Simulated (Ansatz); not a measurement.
# ZnS (Wurtzite-4H) (P6_3mc) in Ansatz: band structure with HSE06

Aim: the band structure of ZnS (Wurtzite-4H) with HSE06.

Everything below comes from runs of Ansatz 0.2.0. Logs are shortened: lines on timing, memory, paths and dates and some standing lists are left out, and cuts for length are marked.

**Measured values to compare with.**

A printed reference work, monograph reports, for a bulk crystal of ZnS at 4 K: band gap 3.911 eV (direct).

The results are compared with them further down.

**1. The crystal as given**

The structure is hexagonal, space group P6_3mc (No. 186). Conventional cell: a = 3.823 Å, b = 3.823 Å, c = 12.520 Å, α = 90.00°, β = 90.00°, γ = 120.00°. Zn (site symmetry 3m) has 4 S at 2.34 to 2.35 Å as nearest neighbours. Around Zn (site symmetry 3m) lie 4 S at 2.34 to 2.35 Å. S (site symmetry 3m) has 4 Zn at 2.34 to 2.35 Å as nearest neighbours. S (site symmetry 3m) has 4 Zn at 2.34 to 2.35 Å as nearest neighbours.

**2. Band structure, HSE06**

File input:

```
crystal:
  lattice:
    - [3.8227, 0.0, 0.0]
    - [-1.91135, 3.310555311, 0.0]
    - [0.0, 0.0, 12.52]
  atoms:
    - { symbol: Zn, position: [0.6666666667, 0.3333333333, 0.75] }
    - { symbol: Zn, position: [0.3333333333, 0.6666666667, 0.25] }
    - { symbol: Zn, position: [0.0, 0.0, 0.5] }
    - { symbol: Zn, position: [0.0, 0.0, 0.0] }
    - { symbol: S, position: [0.6666666667, 0.3333333333, 0.9375] }
    - { symbol: S, position: [0.3333333333, 0.6666666667, 0.4375] }
    - { symbol: S, position: [0.0, 0.0, 0.6875] }
    - { symbol: S, position: [0.0, 0.0, 0.1875] }
hamiltonian:
  xc: hse06
  pseudopotentials: { kind: paw }
kpoints:
  mp_grid: { grid: [6, 6, 2] }
  band_path:
    path:
      - [[0.0, 0.0, 0.0], [0.5, 0.0, 0.0], [0.3333333333, 0.3333333333, 0.0], [0.0, 0.0, 0.0], [0.0, 0.0, 0.5], [0.5, 0.0, 0.5], [0.3333333333, 0.3333333333, 0.5], [0.0, 0.0, 0.5]]
      - [[0.5, 0.0, 0.5], [0.5, 0.0, 0.0]]
      - [[0.3333333333, 0.3333333333, 0.0], [0.3333333333, 0.3333333333, 0.5]]
    npoints: 4
scf:
  occupations: { method: fermi_dirac, width: 0.05 }
  n_extra_bands: 20
output:
  forces: true
  stress: true
  eigenvalues: true
  fatbands: false
```

Potentials or basis: Ansatz PAW.

The log of the run:

```text
Warning: output.stress: scf.convergence.dr2_threshold = 1e-7 eV (the SCF's general default) is looser than the 8e-10 eV advised for a printed stress (1e-10 eV for each atom of the cell: 8). What an SCF threshold leaves in a stress goes as its square root, and in the free energy as the threshold itself, and one threshold admits the most on a small cell: of the crystals measured, under no hybrid functional and no lock of the moments, on runs that ended without the residual-converged pass, on stresses that held no estimate of that error, the worst erred by over 100 MPa in a component at 1e-7 eV an atom and by under 5 at 1e-10. Set scf.convergence.dr2_threshold to 8e-10 eV or tighter. The threshold is an SCF's pass mark: one that does not reach it within its budget of iterations ends unconverged, or closes short of it on a stop that the run arms, and scf.convergence.dr2_threshold's page says what that costs each kind of run
Warning: output.stress: scf.exx.energy_threshold = 1e-6 eV is looser than the 8e-8 eV advised for a stress under a hybrid functional (1e-8 eV for each atom of the cell: 8). Every SCF of the exchange loop can meet its threshold on dr2 while the loop round them stops early: no threshold on dr2 bounds what that leaves in the stress. Set scf.exx.energy_threshold to 8e-8 eV or tighter. The threshold is the loop's pass mark: a loop that does not reach it within its budget of cycles ends unconverged, and scf.exx.energy_threshold's page has the law
scf.n_extra_bands = 20 over 36 filled bands (N_el = 72.0): the run solves 56 bands
GPUs: using 1 of 1 available (devices: 1).
Engine: ansatz 0.2.0, x86_64-unknown-linux-gnu
Pseudopotentials: kind: paw
Pseudopotential: Zn, paw, valence charge 12, recommended cutoff 420 eV (normal), Zn.paw.azcp
Pseudopotential: S, paw, valence charge 6, recommended cutoff 420 eV (normal), S.paw.azcp
Functional definition: HSE06
  parameter a = 0.25
  parameter omega = 0.11/bohr
  exchange = pbe_x - a*pbe_x_sr(omega) + a*exact_x_sr(omega)
  correlation = pbe_c
device memory: the entry about to start is reckoned to put 1.9 GiB on a device that reports 62.7 GiB free (of which the cap on the GPU budget leaves the run 18.0 GiB)
GPU FFT provider: cuFFT
GPU libraries: cuBLAS 13.8.2, cuFFT 12.4.0, cuSOLVER 12.3.4
Crystal: 8 atoms, lattice volume = 158.444 Å³
Basis set: ecut = 420 eV, 3077 PW (Γ), exchange–correlation on 54×54×180 points (8 copies of the dense FFT grid, shifted against one another)
Bands: 56, of which v1, the nominal top of the filled ones, is band 36 counted from 1 (35 counted from 0)
Symmetry: 12 space group operations
Space group: P63mc (ITA 186), of the structure as read, at distance tolerance 5.4e-5 Å
k-points: 14 of 72
Non-local potential: Zn, projectors of the file, l = 0: 2, l = 1: 2, l = 2: 3, l = 3: 1
Non-local potential: S, projectors of the file, l = 0: 2, l = 1: 2, l = 2: 2
PAW form: soft (Blöchl's): semilocal exchange-correlation on the pseudo side does not see the compensation charge
PAW frozen core: Zn, regenerated for the run's functional, and the local potential with it (the file was generated under x = pbe(κ = 0.804, μ = 0.2195149727645171), c = pbe(β = 0.06672455060314922))
PAW frozen core: S, regenerated for the run's functional, and the local potential with it (the file was generated under x = pbe(κ = 0.804, μ = 0.2195149727645171), c = pbe(β = 0.06672455060314922))
PAW one-centre angular grid: Zn, 590 points (default); XC on 64 Gauss nodes
PAW one-centre angular grid: S, 110 points (default); XC on 64 Gauss nodes
Initial density: superposition of atomic densities (neutral atoms: chi_scale 0, normalization atom), corrected by the library's trained network
Initial wavefunctions: pseudopotential atomic-orbital guess
GPU buffer pool allocated for 65610 grid points (all kernels)
GPU transforms: local potential and band sums: pruned to the plane-wave sphere, on 25×25×90
Functional: x = pbe(κ = 0.804, μ = 0.2195149727645171), c = pbe(β = 0.06672455060314922), warm-up for x = pbe(κ = 0.804, μ = 0.2195149727645171) + 0.25 (exact − pbe) at short range (hse, ω = 0.20786987370883472 Å⁻¹), c = pbe(β = 0.06672455060314922); HSE06 as pw.x's `hse` composes it (authors' and Libxc's form: `xc: wpbeh`)
SCF iter   1: F=—  HF=-16890.911583 eV  |F-HF|=—  |Δ(HF+E_count)|=         —  Δρ=1.73e-3  dr2=4.97e-3  ethr=1.77e-3  ⟨swp⟩=13.4  Hψ=4358  notcnv=0
preconditioner: auto → none  [insulator: Δε(μ)=2.128 eV  Ē_g=13.055 eV  σ=0.050 eV  W_gap=1.00  n_scr=38 (ndim 8)  ℏωp=25.0 eV  f_vac=0.034  D(μ)=0.00/eV (n_scr^D=0)]
SCF iter   2: F=—  HF=-16890.910237 eV  |F-HF|=—  |Δ(HF+E_count)|=   1.35e-3  Δρ=1.44e-3  dr2=2.17e-3  ethr=6.90e-6  ⟨swp⟩=5.2  Hψ=2728  notcnv=0  defer=1
iter 3 solved again at ethr=2.83e-8 eV; its pass at ethr=3.01e-6 eV (dr2=2.04e-5 eV) is discarded
[... 31 lines left out ...]
Frozen-core exchange: fock
SCF iter   1: F=—  HF=-16893.605726 eV  |F-HF|=—  |Δ(HF+E_count)|=         —  Δρ=1.06e-4  dr2=1.31e-5  ethr=1.06e-6  ⟨swp⟩=4.1  Hψ=1641  notcnv=0
preconditioner: auto → none  [insulator: Δε(μ)=3.352 eV  Ē_g=15.422 eV  σ=0.050 eV  W_gap=1.00  n_scr=38 (ndim 8)  ℏωp=25.0 eV  f_vac=0.036  D(μ)=0.00/eV (n_scr^D=0)]
SCF iter   2: F=—  HF=-16893.605725 eV  |F-HF|=—  |Δ(HF+E_count)|=   1.48e-6  Δρ=1.48e-5  dr2=7.69e-7  ethr=1.45e-8  ⟨swp⟩=3.6  Hψ=1802  notcnv=0
SCF iter   3: F=—  HF=-16893.605729 eV  |F-HF|=—  |Δ(HF+E_count)|=   3.84e-6  Δρ=2.01e-5  dr2=4.70e-7  ethr=2.09e-10  ⟨swp⟩=4.9  Hψ=2871  notcnv=0  defer=1
SCF iter   4: F=—  HF=-16893.605728 eV  |F-HF|=—  |Δ(HF+E_count)|=   1.11e-7  Δρ=3.98e-6  dr2=2.72e-8  ethr=2.09e-10  ⟨swp⟩=3.0  Hψ=1788  notcnv=0
SCF iter   5: F=—  HF=-16893.605728 eV  |F-HF|=—  |Δ(HF+E_count)|=   7.81e-8  Δρ=3.14e-6  dr2=8.90e-9  ethr=2.07e-11  ⟨swp⟩=5.1  Hψ=2013  notcnv=0  defer=1
SCF iter   6: F=-16893.605728 eV  HF=-16893.605728 eV  |F-HF|=2.62e-10  |Δ(HF+E_count)|=   4.67e-9  Δρ=4.83e-7  dr2=5.80e-10  ethr=1.10e-11  ⟨swp⟩=3.6  Hψ=1587  notcnv=0  defer=1
SCF 3 converged in 6 iterations: F = -16893.605728 eV  dr2 = 5.80e-10
  Residual-converged pass: ⟨swp⟩=3.0  Hψ=1483  notcnv=0  max |occ|·‖R‖ = 8.1e-7 eV (tolerance 8.9e-7 eV)  dr2=5.94e-10  dr2_onsite=3.08e-10  max |Δocc| = 4.0e-24
hybrid outer 2: dexx = +3.944e-6 eV, tail = 5.00e-8 eV, Δε = 3.62e-3 eV (about 7.95e-5 eV left of the loop's levels), ΔF = 7.89e-4 eV/Å (tail 2.38e-4)
device memory: the entry about to start is reckoned to put 1.4 GiB on a device that reports 67.0 GiB free (of which the cap on the GPU budget leaves the run 18.0 GiB)
NSCF: frozen V_eff on 39 k-points, pencils in batches of 32, up to order 248
hybrid SCF converged: 2 outer / 14 inner (+3 warm-up), last move |dexx| = 3.94e-6 eV, tail = 5.00e-8 eV
Stability not checked: this state was not tested for a lower state beside it, because the functional holds exact exchange (a hybrid, or Hartree-Fock), whose exchange loop this test does not read (fock_operator; see scf.lower_state_search)
Free energy (F): -16893.605728 eV
Frozen-core exchange: fock
Harris-Foulkes:  -16893.605728 eV  (|F-HF|=2.62e-10)
Internal energy: -16893.605728 eV  (E = F + TS)
E sigma→0 (E₀):  -16893.605728 eV
Fermi energy:    6.714230 eV
--- Per-component energies (eV) ---
  E_band       = -111.128684
  E_kinetic    = 950.893424
  E_local      = -8220.718824  (includes V_loc(G=0)·N_el)
  E_nonlocal   = 2589.441590
  E_hartree    = 3457.355337
  E_xc         = -746.491679
  E_vxc        = -446.841504  (∫ρ·V_xc dr)
  E_exx        = -212.841708  (= α·E_x^exact, valence–valence)
  E_paw        = -9709.552420  (= ΣΔE_a)
  E_vpaw       = -1472.928641  (= ΣTr[D̂ρ^β])
  E_aug_tail   = -0.001464  (compensation charges beyond the density's cutoff)
  E_ewald      = -5003.879258
  E_core_change = 2.189273  (= ΣΔE_core)
  E_smearing   = -0.000000  (= −TS)
  E_closure    = 0.000000  (closes the sum)
  Σ components = -16893.605728   (vs F -16893.605728, Δ=0.00e0)
--- Forces (eV/Å), atoms counted from 1 ---
  atom   1  Zn    -0.00000000    -0.00000000     0.01251765
  atom   2  Zn    -0.00000000     0.00000000     0.01251765
  atom   3  Zn    -0.00000000    -0.00000000     0.01396029
  atom   4  Zn     0.00000000     0.00000000     0.01396029
  atom   5  S     -0.00000000    -0.00000000     0.01262837
  atom   6  S     -0.00000000     0.00000000     0.01262837
  atom   7  S     -0.00000000     0.00000000    -0.03911948
  atom   8  S     -0.00000000    -0.00000000    -0.03911948
  max |Σ_I F_I| component: 2.63e-5 eV/Å
--- Stress (GPa, compression-positive) ---
        0.710046       0.000000       0.000000
        0.000000       0.710046       0.000000
        0.000000       0.000000       0.478079
  P = ⅓ Tr σ = 0.6327 GPa (6.327 kbar)
--- Band table (eV; the first three rows and the last of 14) ---
  k-point 0: bands = ["-9.2853", "-8.8410", "-8.8284", "-8.3065", "-2.8805", "-2.8764", "-2.8764", "-2.8402", "-2.8402", "-2.8192", "-2.8192", "-2.7864", "-2.7864", "-2.7737", "-2.7654", "-2.4650", "-2.4650", "-2.4601", "-2.4601", "-2.4328", "-2.4328", "-2.4205", "-2.4205", "-2.2160", "-0.5593", "1.9520", "1.9624", "4.0942", "4.0942", "4.5136", "4.5136", "4.5371", "4.5371", "4.9732", "5.0126", "5.0126", "8.3656", "9.4454", "9.6602", "9.9112", "12.6468", "12.6468", "12.7705", "12.9381", "12.9381", "13.0932", "13.2275", "13.4790", "13.4790", "13.6089", "13.6089", "15.4411", "16.8227", "16.8227", "17.2259", "17.2259"]
  k-point 1: bands = ["-9.1599", "-9.1599", "-8.4710", "-8.4710", "-2.8636", "-2.8636", "-2.8631", "-2.8631", "-2.8631", "-2.8631", "-2.7981", "-2.7981", "-2.7981", "-2.7981", "-2.5018", "-2.5018", "-2.4623", "-2.4623", "-2.4623", "-2.4623", "-2.4268", "-2.4268", "-2.4268", "-2.4268", "0.2682", "0.2682", "3.8507", "3.8507", "4.2158", "4.2158", "4.2158", "4.2158", "4.8626", "4.8626", "4.8626", "4.8626", "9.2092", "9.2092", "9.5790", "9.5790", "12.5663", "12.5663", "12.8122", "12.8122", "12.8122", "12.8122", "13.4950", "13.4950", "13.4950", "13.4950", "14.6577", "14.6577", "17.2653", "17.2653", "17.2653", "17.2653"]
  k-point 2: bands = ["-9.0907", "-8.6832", "-8.6706", "-8.2042", "-2.8584", "-2.8500", "-2.8444", "-2.8097", "-2.8007", "-2.7979", "-2.7797", "-2.7770", "-2.7420", "-2.7392", "-2.7273", "-2.4835", "-2.4739", "-2.4713", "-2.4497", "-2.4449", "-2.4340", "-2.4255", "-2.4115", "-2.1621", "-0.2953", "1.7959", "1.8237", "2.8793", "3.4450", "3.5664", "3.6747", "3.7864", "4.1831", "4.1957", "4.7303", "4.7802", "9.4984", "10.4139", "10.5814", "10.9183", "11.8147", "11.8710", "12.3704", "13.0266", "13.1107", "13.1173", "13.4237", "13.7211", "14.0543", "14.2835", "14.5776", "14.7238", "15.7015", "16.1471", "17.4710", "17.7317"]
  k-point 13: bands = ["-8.0659", "-8.0659", "-8.0524", "-8.0524", "-2.7832", "-2.7832", "-2.6900", "-2.6900", "-2.6830", "-2.6830", "-2.6549", "-2.6549", "-2.5078", "-2.5078", "-2.5040", "-2.5040", "-2.4734", "-2.4734", "-2.4363", "-2.4363", "-2.0960", "-2.0960", "-2.0811", "-2.0811", "0.1094", "0.1094", "0.2125", "0.2125", "1.4959", "1.4959", "2.0897", "2.0897", "3.1227", "3.1227", "3.3193", "3.3193", "10.5095", "10.5095", "11.5471", "11.5471", "12.5103", "12.5103", "13.0006", "13.0006", "13.8734", "13.8734", "14.4277", "14.4277", "15.5617", "15.5617", "16.1641", "16.1641", "16.8431", "16.8431", "17.3322", "17.3322"]
```

It took 3.1 min on 1 × NVIDIA H100 80GB HBM3 with 2 threads of AMD EPYC 7R13 (Zen 3), shared host; peak memory 3.1 GiB.

Results:

```yaml
Free_energy: -16893.6057 eV
Pressure: 0.6 GPa
Largest_force: 0.039 eV/Å
Band_gap_on_the_k_mesh: 3.35 eV, direct
Band_gap_along_the_path: 3.35 eV, direct
```

Forces on the atoms (eV/Å):
```
Zn   0.000  0.000  0.013
Zn   0.000  0.000  0.013
Zn   0.000  0.000  0.014
Zn   0.000  0.000  0.014
S    0.000  0.000  0.013
S    0.000  0.000  0.013
S    0.000  0.000 -0.039
S    0.000  0.000 -0.039
```

Stress tensor (GPa, compression positive):
```
0.71 0.00 0.00
0.00 0.71 0.00
0.00 0.00 0.48
```

Levels at the corners of the path, in eV from the valence-band top:
```tsv
point	band 33	band 34	band 35	band 36	band 37	band 38	band 39	band 40
Γ	-0.48	-0.04	0.00	0.00	3.35	4.43	4.65	4.90
M	-1.68	-1.66	-1.16	-0.92	4.45	4.46	4.93	5.51
K	-2.44	-1.84	-1.84	-1.38	5.76	6.07	6.07	6.43
Γ	-0.48	-0.04	0.00	0.00	3.35	4.43	4.65	4.90
A	-0.15	-0.15	-0.15	-0.15	4.20	4.20	4.57	4.57
L	-1.57	-1.57	-1.16	-1.16	4.82	4.82	5.20	5.20
H	-1.89	-1.89	-1.69	-1.69	5.50	5.50	6.53	6.53
A	-0.15	-0.15	-0.15	-0.15	4.20	4.20	4.57	4.57
L	-1.57	-1.57	-1.16	-1.16	4.82	4.82	5.20	5.20
M	-1.68	-1.66	-1.16	-0.92	4.45	4.46	4.93	5.51
K	-2.44	-1.84	-1.84	-1.38	5.76	6.07	6.07	6.43
H	-1.89	-1.89	-1.69	-1.69	5.50	5.50	6.53	6.53
```

Caveat: the PAW data sets come from PBE, with cores solved anew for the run's functional, which leaves a small shift of forces and pressure; the thresholds are loose for stress.

**3. Against experiment**

Step 2. Against the measured gap of ZnS, 3.911 eV (direct; 4 K; a printed reference work, monograph), the calculated 3.35 eV is off by -0.56 eV. The value is that of HSE06, without temperature or zero-point motion.
